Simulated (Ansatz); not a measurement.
Crystal: SrCl2.

```
Sr Cl
1.0
     0.00000    3.48835    3.48835
     3.48835    0.00000    3.48835
     3.48835    3.48835    0.00000
Sr Cl
1 2
Direct
  0.00000 0.00000 0.00000
  0.75000 0.75000 0.75000
  0.25000 0.25000 0.25000
```

Program: Ansatz 0.2.0. Alike in all runs: task projected density of states; potentials or basis Ansatz PAW; no spin polarisation; cell as given; k mesh 4 × 4 × 4; smearing fermi-dirac 0.05 eV. Hardware: 2 threads of Arm Neoverse V2 (shared host).

Q: Order these runs on this cell by their wall time, lowest first.
A. level r2SCAN0; cutoff (eV) 500
B. level LDA; cutoff (eV) 420
C. level r2SCAN; cutoff (eV) 500

A: B (1.3 s), C (2.8 s), A (16 s).

Caveats: the density of states is complete only up to the lowest level of the last band computed.

Runs at the PBE level aren't shown here.
